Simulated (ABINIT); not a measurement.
# PtSe2 (Sudovikovite) (P-3m1) in ABINIT: further runs

The runs below take PtSe2 (Sudovikovite) through band structure, with HCTH407, LDA, LDA-VWN, PW91.

Everything below comes from runs of ABINIT 10.8.3 (patched build). Logs are shortened: lines on timing, memory, paths and dates and some standing lists are left out, and cuts for length are marked. The log counts tension as positive stress, the text compression.

## 1. Starting point

It takes space group P-3m1 (No. 164, trigonal). The conventional cell has a = 3.724 Å, b = 3.724 Å, c = 5.062 Å, α = 90.00°, β = 90.00°, γ = 120.00°. Pt (site symmetry -3m) has 6 Se at 2.49 Å as nearest neighbours. Se (site symmetry 3m) has 3 Pt at 2.49 Å as nearest neighbours.

## 2. Band structure, HCTH407

Contents of run.abi:

```
# Datasets: ground state, then fixed potential
ndtset 2

# Pseudopotentials
pp_dirpath "./"
pseudos "Pt.GGA_PBE-JTH.xml, Se.GGA_PBE-JTH.xml"

# Structure
acell 3*1.0 Angstrom
rprim
     3.7240000000     0.0000000000     0.0000000000
    -1.8620000000     3.2250786037     0.0000000000
     0.0000000000     0.0000000000     5.0620000000
ntypat 2
znucl 78 34
natom 3
typat 1 2 2
xred
     0.0000000000     0.0000000000     0.0000000000
     0.6666666667     0.3333333333     0.7500000000
     0.3333333333     0.6666666667     0.2500000000

# Plane-wave basis
ecut 544.227725 eV
pawecutdg 40.0

# Exchange and correlation
ixc 27

# Bands and occupations
occopt 3
tsmear 0.05 eV

# SCF cycle
nstep 100

# Output
iomode 3
prtwf 0
prteig 0
prtebands 0
enunit 1
prtden1 1

# Dataset 1
kptopt1 1
ngkpt1 8 8 5
nshiftk1 1
shiftk1 0.0 0.0 0.0
nband1 15
tolvrs1 1.0e-9

# Dataset 2: bands along G-M-K-G-A-L-H-A
iscf2 -2
getden2 1
nband2 19
nbdbuf2 2
tolwfr2 1.0e-12
kptopt2 -7
ndivsm2 6
prteig2 1
kptbounds2
     0.0000000000     0.0000000000     0.0000000000
     0.5000000000     0.0000000000     0.0000000000
     0.3333333333     0.3333333333     0.0000000000
     0.0000000000     0.0000000000     0.0000000000
     0.0000000000     0.0000000000     0.5000000000
     0.5000000000     0.0000000000     0.5000000000
     0.3333333333     0.3333333333     0.5000000000
     0.0000000000     0.0000000000     0.5000000000
```

Potentials or basis: JTH PAW PBE v2.0.

On the command line:

```bash
$ abinit run.abi > log 2>&1
```

run.abo:

```text
.Version 10.8.3 of ABINIT
 DATASET    1 : space group P-3 m 1 (#164); Bravais hP (primitive hexag.)
================================================================================
 Values of the parameters that define the memory need for DATASET  1.
     intxc =       0    ionmov =       0      iscf =       7    lmnmax =      18
     lnmax =       6     mgfft =      40  mpssoang =       3    mqgrid =    3001
     natom =       3  nloc_mem =       2    nspden =       1   nspinor =       1
    nsppol =       1      nsym =      12    n1xccc =       1    ntypat =       2
    occopt =       3   xclevel =       2
       mpw =        1781          nfft =       36000          nkpt =          40
 PAW method is used; the additional fine FFT grid is defined by:
   mgfftf=        60    nfftf =    121500
================================================================================
================================================================================

 DATASET    2 : space group P-3 m 1 (#164); Bravais hP (primitive hexag.)
================================================================================
 Values of the parameters that define the memory need for DATASET  2.
     intxc =       0    ionmov =       0      iscf =      -2    lmnmax =      18
     lnmax =       6     mgfft =      40  mpssoang =       3    mqgrid =    3001
     natom =       3  nloc_mem =       2    nspden =       1   nspinor =       1
    nsppol =       1      nsym =      12    n1xccc =       1    ntypat =       2
    occopt =       3   xclevel =       2
       mpw =        1787          nfft =       36000          nkpt =          64
 PAW method is used; the additional fine FFT grid is defined by:
   mgfftf=        60    nfftf =    121500
================================================================================
================================================================================

--------------------------------------------------------------------------------
------------- Echo of variables that govern the present computation ------------
--------------------------------------------------------------------------------
 -outvars: echo values of preprocessed input variables --------
            acell      1.8897261259E+00  1.8897261259E+00  1.8897261259E+00 Bohr
              amu      1.95080000E+02  7.89600000E+01
             ecut      2.00000000E+01 Hartree
           enunit           1
           getden1          0
           getden2          1
             iscf1          7
             iscf2         -2
                       outvar_i_n : Printing only first  50 k-points.
              ixc          27
           jdtset        1    2
                       outvar_i_n : Printing only first  50 k-points.
           kptopt1          1
           kptopt2         -7
         kptrlatt        8    0    0      0    8    0      0    0    5
          kptrlen1     4.78289682E+01
          kptrlen2     3.00000000E+01
[... 859 lines left out ...]

 ----iterations are completed or convergence reached----

 Mean square residual over all n,k,spin=   69.115E-14; max=  99.754E-14
 reduced coordinates (array xred) for    3 atoms
       0.000000000000      0.000000000000      0.000000000000
       0.666666666667      0.333333333333      0.750000000000
       0.333333333333      0.666666666667      0.250000000000

 cartesian coordinates (angstrom) at end:
    1      0.00000000000000     0.00000000000000     0.00000000000000
    2      1.86200000000000     1.07502620123333     3.79650000000000
    3     -0.00000000000000     2.15005240246667     1.26550000000000
 length scales=  1.889726125908  1.889726125908  1.889726125908 bohr
              =  1.000000000000  1.000000000000  1.000000000000 angstroms
 Eigenvalues (   eV  ) for nkpt=  64  k points:
 kpt#   1, nband= 19, wtk=  1.00000, kpt=  0.0000  0.0000  0.0000 (reduced coord)
 -12.12308   -9.42252   -3.54593   -2.96683   -2.96683   -0.56761   -0.56761    0.87281
   2.43719    2.43719    3.89748    4.89907    4.89907    7.65478    8.03592   11.17315
  11.17315   15.98880   16.20543
 kpt#   2, nband= 19, wtk=  1.00000, kpt=  0.0500  0.0000  0.0000 (reduced coord)
 -12.09568   -9.43547   -3.51304   -2.94864   -2.94425   -0.59977   -0.58668    0.82316
   2.32302    2.41179    3.81229    4.86483    4.90456    7.85507    8.19500   11.06010
  11.26402   15.30051   15.54514
 kpt#   3, nband= 19, wtk=  1.00000, kpt=  0.1000  0.0000  0.0000 (reduced coord)
 -12.01449   -9.47318   -3.41640   -2.89586   -2.87688   -0.70507   -0.63832    0.66985
   2.05841    2.32926    3.55680    4.82867    4.92999    8.32726    8.61417   10.82393
  11.51803   14.31641   14.86663
 kpt#   4, nband= 19, wtk=  1.00000, kpt=  0.1500  0.0000  0.0000 (reduced coord)
 -11.88263   -9.53242   -3.26283   -2.81306   -2.76436   -0.91177   -0.70717    0.43232
   1.78386    2.17848    3.16689    4.84079    4.99242    8.80701    9.10375   10.77308
  11.87044   13.46840   14.17384
 kpt#   5, nband= 19, wtk=  1.00000, kpt=  0.2000  0.0000  0.0000 (reduced coord)
[... 225 lines left out ...]
   1.26306    2.16460    2.95493    4.42632    5.11984    9.15483    9.57746   11.44222
  11.56785   12.17473   13.85758
 kpt#  62, nband= 19, wtk=  1.00000, kpt=  0.0556  0.0556  0.5000 (reduced coord)
 -11.46374  -10.45663   -3.00432   -2.85876   -1.88594   -0.72554   -0.69506    0.89120
   0.99042    2.08335    2.74676    5.01304    5.40701    9.24863    9.43767   11.07323
  11.09294   12.49704   13.86073
 kpt#  63, nband= 19, wtk=  1.00000, kpt=  0.0278  0.0278  0.5000 (reduced coord)
 -11.53524  -10.46630   -2.94184   -2.90212   -1.91750   -0.62946   -0.61854    0.78959
   1.35555    2.03015    2.37170    5.50089    5.62562    8.92481    9.79348   10.71048
  10.77559   13.00277   13.80452
 kpt#  64, nband= 19, wtk=  1.00000, kpt=  0.0000  0.0000  0.5000 (reduced coord)
 -11.55945  -10.46962   -2.91733   -2.91733   -1.92986   -0.59496   -0.59496    0.71610
   1.74578    2.01122    2.01122    5.70420    5.70420    8.77410   10.02093   10.58575
  10.58575   13.46069   13.67861

== END DATASET(S) ==============================================================
================================================================================

 -outvars: echo values of variables after computation  --------
            acell      1.8897261259E+00  1.8897261259E+00  1.8897261259E+00 Bohr
           etotal1    -4.6556189851E+01
            fcart1     6.3770430011E-30  1.8408937467E-29 -0.0000000000E+00
                       1.5942607503E-29 -2.0249831213E-29 -8.7680016829E-04
                      -2.2319650504E-29  1.8408937467E-30  8.7680016829E-04
            rprim      3.7240000000E+00  0.0000000000E+00  0.0000000000E+00
                      -1.8620000000E+00  3.2250786037E+00  0.0000000000E+00
                       0.0000000000E+00  0.0000000000E+00  5.0620000000E+00
           strten1    -2.2072207196E-04 -2.2072207201E-04 -2.3174754518E-04
                       0.0000000000E+00  0.0000000000E+00  0.0000000000E+00
           xangst      0.0000000000E+00  0.0000000000E+00  0.0000000000E+00
                       1.8620000000E+00  1.0750262012E+00  3.7965000000E+00
                      -4.6057765790E-16  2.1500524025E+00  1.2655000000E+00
             xred      0.0000000000E+00  0.0000000000E+00  0.0000000000E+00
                       6.6666666667E-01  3.3333333333E-01  7.5000000000E-01
                       3.3333333333E-01  6.6666666667E-01  2.5000000000E-01
 Calculation completed.
```

It took 2.1 min on 1 thread of Arm Neoverse V2, shared host; peak memory 0.15 GiB.

What came out:

| Property | Result |
| --- | --- |
| Free energy | -1266.8585 eV |
| Pressure | 6.6 GPa |
| Largest force | 0.045 eV/Å |
| Band gap on the k mesh | none (metal or under the smearing width) |

Forces on the atoms (eV/Å):
```
Pt   0.000  0.000  0.000
Se   0.000  0.000 -0.045
Se   0.000  0.000  0.045
```

Levels at the corners of the path, in eV from the Fermi level:
| point | band 7 | band 8 | band 9 | band 10 | band 11 | band 12 | band 13 | band 14 | band 15 | band 16 |
| --- | --- | --- | --- | --- | --- | --- | --- | --- | --- | --- |
| Γ | -4.13 | -2.69 | -1.13 | -1.13 | 0.33 | 1.34 | 1.34 | 4.09 | 4.47 | 7.61 |
| M | -3.64 | -3.63 | -3.55 | -3.52 | -3.07 | 0.62 | 2.19 | 4.90 | 6.25 | 7.61 |
| K | -4.80 | -3.87 | -2.67 | -1.93 | -1.93 | -0.01 | -0.01 | 4.24 | 8.04 | 9.22 |
| Γ | -4.13 | -2.69 | -1.13 | -1.13 | 0.33 | 1.34 | 1.34 | 4.09 | 4.47 | 7.61 |
| A | -4.16 | -2.85 | -1.82 | -1.55 | -1.55 | 2.14 | 2.14 | 5.21 | 6.46 | 7.02 |
| L | -3.66 | -3.65 | -3.33 | -2.85 | -1.41 | 0.90 | 1.43 | 4.67 | 5.34 | 7.58 |
| H | -4.62 | -4.06 | -3.79 | -2.62 | -2.62 | 1.89 | 1.89 | 6.54 | 7.63 | 7.63 |
| A | -4.16 | -2.85 | -1.82 | -1.55 | -1.55 | 2.14 | 2.14 | 5.21 | 6.46 | 7.02 |

Caveat: the PAW data sets were made with another functional, which shifts forces and pressure a little; spin-orbit coupling is left out, which moves the levels of the heavy elements; the atomic spheres overlap.

## 3. Band structure, LDA

Edit run.abi of step 2 so:

```diff
@@ -5,3 +5,3 @@
 pp_dirpath "./"
-pseudos "Pt.GGA_PBE-JTH.xml, Se.GGA_PBE-JTH.xml"
+pseudos "Pt.hgh, Se.hgh"
 
@@ -23,7 +23,6 @@
 # Plane-wave basis
-ecut 544.227725 eV
-pawecutdg 40.0
+ecut 20.0
 
 # Exchange and correlation
-ixc 27
+ixc 7
 
@@ -31,3 +30,3 @@
 occopt 3
-tsmear 0.05 eV
+tsmear 0.00183747
 
@@ -41,4 +40,7 @@
 prtebands 0
-enunit 1
 prtden1 1
+prtvha1 1
+prtvclmb1 1
+prtpot1 1
+prtelf1 1
 
@@ -50,3 +52,3 @@
 nband1 15
-tolvrs1 1.0e-9
+tolvrs1 1.0e-10
 
@@ -61,2 +63,3 @@
 prteig2 1
+prtvol2 -3
 kptbounds2
```

Potentials or basis: HGH LDA.

On the command line:

```bash
$ abinit run.abi > log 2>&1
```

Wall time 57 s (1 thread of Arm Neoverse V2, shared host); peak memory 0.11 GiB.

Results (log left out):

| Property | Result |
| --- | --- |
| Free energy | -1234.2192 eV |
| Largest force | 0.414 eV/Å |
| Band gap on the k mesh | none (metal or under the smearing width) |
| Valence electrons inside the program's atomic spheres | Pt 6.61; Se 3.21 |

Forces in eV/Å, atoms in the order of the input:
```
Pt   0.000  0.000  0.000
Se   0.000  0.000 -0.414
Se   0.000  0.000  0.414
```

Levels at the corners of the path, in eV from the Fermi level:
| point | band 7 | band 8 | band 9 | band 10 | band 11 | band 12 | band 13 | band 14 | band 15 | band 16 |
| --- | --- | --- | --- | --- | --- | --- | --- | --- | --- | --- |
| Γ | -4.20 | -2.72 | -1.07 | -1.07 | 0.42 | 1.44 | 1.44 | 3.49 | 3.91 | 7.25 |
| M | -3.77 | -3.71 | -3.61 | -3.60 | -3.11 | 0.61 | 2.36 | 4.69 | 5.74 | 6.99 |
| K | -4.88 | -3.97 | -2.75 | -1.95 | -1.95 | -0.04 | -0.04 | 3.94 | 7.59 | 8.84 |
| Γ | -4.20 | -2.72 | -1.07 | -1.07 | 0.42 | 1.44 | 1.44 | 3.49 | 3.91 | 7.25 |
| A | -4.23 | -3.00 | -1.83 | -1.51 | -1.51 | 2.31 | 2.31 | 4.70 | 6.16 | 6.68 |
| L | -3.72 | -3.70 | -3.40 | -2.90 | -1.42 | 0.96 | 1.46 | 4.44 | 4.68 | 7.14 |
| H | -4.62 | -4.28 | -3.86 | -2.67 | -2.67 | 2.00 | 2.00 | 6.44 | 7.20 | 7.20 |
| A | -4.23 | -3.00 | -1.83 | -1.51 | -1.51 | 2.31 | 2.31 | 4.70 | 6.16 | 6.68 |

Caveat: the cutoff is too short for stress, so the log's stress isn't used; spin-orbit coupling is left out, which moves the levels of the heavy elements; HGH potentials are hard and often keep d shells in the core, so these values are rough.

## 4. Band structure, LDA-VWN

Edit run.abi of step 3 so:

```diff
@@ -5,3 +5,3 @@
 pp_dirpath "./"
-pseudos "Pt.hgh, Se.hgh"
+pseudos "Pt.LDA_PW-JTH.xml, Se.LDA_PW-JTH.xml"
 
@@ -24,5 +24,6 @@
 ecut 20.0
+pawecutdg 40.0
 
 # Exchange and correlation
-ixc 7
+ixc -1007
 
@@ -30,3 +31,3 @@
 occopt 3
-tsmear 0.00183747
+tsmear 0.05 eV
 
@@ -41,6 +42,2 @@
 prtden1 1
-prtvha1 1
-prtvclmb1 1
-prtpot1 1
-prtelf1 1
 
@@ -52,3 +49,3 @@
 nband1 15
-tolvrs1 1.0e-10
+tolvrs1 1.0e-9
 
@@ -61,3 +58,3 @@
 kptopt2 -7
-ndivsm2 6
+ndivsm2 8
 prteig2 1
```

Potentials or basis: JTH PAW LDA v2.0.

On the command line:

```bash
$ abinit run.abi > log 2>&1
```

Wall time 1.8 min (1 thread of Arm Neoverse V2, shared host); peak memory 0.13 GiB.

The run converged. Its results:

```yaml
Free_energy: -1267.6477 eV
Pressure: -0.2 GPa
Largest_force: 0.259 eV/Å
Band_gap_on_the_k_mesh: none (metal or under the smearing width)
```

Forces on the atoms (eV/Å):
```
Pt   0.000  0.000  0.000
Se   0.000  0.000 -0.259
Se   0.000  0.000  0.259
```

Stress tensor (GPa, compression positive):
```
 0.16  0.00  0.00
 0.00  0.16  0.00
 0.00  0.00 -0.99
```

Levels at the corners of the path, in eV from the Fermi level:
| point | band 7 | band 8 | band 9 | band 10 | band 11 | band 12 | band 13 | band 14 | band 15 | band 16 |
| --- | --- | --- | --- | --- | --- | --- | --- | --- | --- | --- |
| Γ | -4.02 | -2.58 | -1.06 | -1.06 | 0.41 | 1.42 | 1.42 | 3.52 | 3.97 | 7.30 |
| M | -3.74 | -3.55 | -3.49 | -3.42 | -3.01 | 0.60 | 2.32 | 4.71 | 5.77 | 7.01 |
| K | -4.77 | -3.77 | -2.70 | -1.84 | -1.84 | -0.05 | -0.05 | 3.98 | 7.56 | 8.80 |
| Γ | -4.02 | -2.58 | -1.06 | -1.06 | 0.41 | 1.42 | 1.42 | 3.52 | 3.97 | 7.30 |
| A | -4.05 | -3.00 | -1.74 | -1.50 | -1.50 | 2.27 | 2.27 | 4.74 | 6.18 | 6.76 |
| L | -3.54 | -3.51 | -3.23 | -2.86 | -1.38 | 0.95 | 1.44 | 4.48 | 4.68 | 7.18 |
| H | -4.55 | -4.22 | -3.66 | -2.51 | -2.51 | 1.97 | 1.97 | 6.48 | 7.25 | 7.25 |
| A | -4.05 | -3.00 | -1.74 | -1.50 | -1.50 | 2.27 | 2.27 | 4.74 | 6.18 | 6.76 |

Caveat: spin-orbit coupling is left out, which moves the levels of the heavy elements; the atomic spheres overlap.

## 5. Band structure, PW91

Edit run.abi of step 4 so:

```diff
@@ -5,10 +5,10 @@
 pp_dirpath "./"
-pseudos "Pt.LDA_PW-JTH.xml, Se.LDA_PW-JTH.xml"
+pseudos "Pt.GGA_PBE-JTH.xml, Se.GGA_PBE-JTH.xml"
 
 # Structure
-acell 3*1.0 Angstrom
+acell 3*1.0
 rprim
-     3.7240000000     0.0000000000     0.0000000000
-    -1.8620000000     3.2250786037     0.0000000000
-     0.0000000000     0.0000000000     5.0620000000
+     7.0373400881     0.0000000000     0.0000000000
+    -3.5186700441     6.0945152914     0.0000000000
+     0.0000000000     0.0000000000     9.5657936429
 ntypat 2
@@ -27,3 +27,3 @@
 # Exchange and correlation
-ixc -1007
+ixc -109134
 
@@ -41,2 +41,3 @@
 prtebands 0
+enunit 1
 prtden1 1
@@ -58,5 +59,4 @@
 kptopt2 -7
-ndivsm2 8
+ndivsm2 6
 prteig2 1
-prtvol2 -3
 kptbounds2
```

Potentials or basis: JTH PAW PBE v2.0.

On the command line:

```bash
$ abinit run.abi > log 2>&1
```

run.abo:

```text
.Version 10.8.3 of ABINIT
 DATASET    1 : space group P-3 m 1 (#164); Bravais hP (primitive hexag.)
================================================================================
 Values of the parameters that define the memory need for DATASET  1.
     intxc =       0    ionmov =       0      iscf =      17    lmnmax =      18
     lnmax =       6     mgfft =      40  mpssoang =       3    mqgrid =    3001
     natom =       3  nloc_mem =       2    nspden =       1   nspinor =       1
    nsppol =       1      nsym =      12    n1xccc =       1    ntypat =       2
    occopt =       3   xclevel =       2
       mpw =        1781          nfft =       36000          nkpt =          40
 PAW method is used; the additional fine FFT grid is defined by:
   mgfftf=        60    nfftf =    121500
================================================================================
================================================================================

 DATASET    2 : space group P-3 m 1 (#164); Bravais hP (primitive hexag.)
[... 1146 lines left out ...]

== END DATASET(S) ==============================================================
================================================================================

 -outvars: echo values of variables after computation  --------
            acell      1.0000000000E+00  1.0000000000E+00  1.0000000000E+00 Bohr
           etotal1    -4.6301574434E+01
            fcart1    -3.8262258033E-29 -3.6817874959E-29 -0.0000000000E+00
                       2.8696693525E-29  6.8113068673E-29 -1.4096482716E-02
                       9.5655645082E-30 -3.1295193714E-29  1.4096482716E-02
            rprim      7.0373400881E+00  0.0000000000E+00  0.0000000000E+00
                      -3.5186700441E+00  6.0945152914E+00  0.0000000000E+00
                       0.0000000000E+00  0.0000000000E+00  9.5657936429E+00
           strten1    -2.9398907009E-04 -2.9398907023E-04 -2.2074369242E-04
                       0.0000000000E+00  0.0000000000E+00  9.8687556142E-14
           xangst      0.0000000000E+00  0.0000000000E+00  0.0000000000E+00
                       1.8619999987E+00  1.0750262005E+00  3.7964999974E+00
                      -1.7639288942E-11  2.1500524010E+00  1.2654999991E+00
             xred      0.0000000000E+00  0.0000000000E+00  0.0000000000E+00
                       6.6666666667E-01  3.3333333333E-01  7.5000000000E-01
                       3.3333333333E-01  6.6666666667E-01  2.5000000000E-01
 Calculation completed.
```

Run time: 1.8 min. Hardware: 1 thread of Arm Neoverse V2, shared host; peak memory 0.15 GiB.

What came out:

```
Free energy            : -1259.9300 eV
Pressure               : 7.9 GPa
Largest force          : 0.725 eV/Å
Band gap on the k mesh : none (metal or under the smearing width)
```

Forces in eV/Å, atoms in the order of the input:
```
Pt   0.000  0.000  0.000
Se   0.000  0.000 -0.725
Se   0.000  0.000  0.725
```

Stress tensor (GPa, compression positive):
```
8.65 0.00 0.00
0.00 8.65 0.00
0.00 0.00 6.49
```

Levels at the corners of the path, in eV from the Fermi level:
| point | band 7 | band 8 | band 9 | band 10 | band 11 | band 12 | band 13 | band 14 | band 15 | band 16 |
| --- | --- | --- | --- | --- | --- | --- | --- | --- | --- | --- |
| Γ | -4.07 | -2.63 | -1.10 | -1.10 | 0.38 | 1.39 | 1.39 | 3.61 | 4.13 | 7.34 |
| M | -3.74 | -3.57 | -3.56 | -3.47 | -3.03 | 0.61 | 2.29 | 4.74 | 5.86 | 7.11 |
| K | -4.80 | -3.83 | -2.72 | -1.89 | -1.89 | -0.03 | -0.03 | 4.03 | 7.64 | 8.86 |
| Γ | -4.07 | -2.63 | -1.10 | -1.10 | 0.38 | 1.39 | 1.39 | 3.61 | 4.13 | 7.34 |
| A | -4.10 | -2.98 | -1.76 | -1.53 | -1.53 | 2.24 | 2.24 | 4.82 | 6.26 | 6.79 |
| L | -3.59 | -3.57 | -3.27 | -2.88 | -1.41 | 0.93 | 1.45 | 4.52 | 4.80 | 7.23 |
| H | -4.57 | -4.22 | -3.72 | -2.56 | -2.56 | 1.95 | 1.95 | 6.51 | 7.32 | 7.32 |
| A | -4.10 | -2.98 | -1.76 | -1.53 | -1.53 | 2.24 | 2.24 | 4.82 | 6.26 | 6.79 |

Caveat: the PAW data sets were made with another functional, which shifts forces and pressure a little; spin-orbit coupling is left out, which moves the levels of the heavy elements; the atomic spheres overlap.

## 6. Overview

```csv
level,potentials or basis,gap on the mesh (eV),pressure (GPa),largest force (eV/Å)
HCTH407,JTH PAW PBE v2.0,none,6.6,0.05
LDA-VWN,JTH PAW LDA v2.0,none,-0.2,0.26
PW91,JTH PAW PBE v2.0,none,7.9,0.72
```

Alike in all rows: task band structure; no spin polarisation; cell as given; k mesh 8 × 8 × 5; cutoff (eV) 544; smearing fermi-dirac 0.05 eV.

Caveats: spin-orbit coupling is left out, which moves the levels of the heavy elements; the atomic spheres overlap; the PAW data sets were made with another functional, which shifts forces and pressure a little (some runs).

Absolute energies hang on the potentials; compare differences alone.
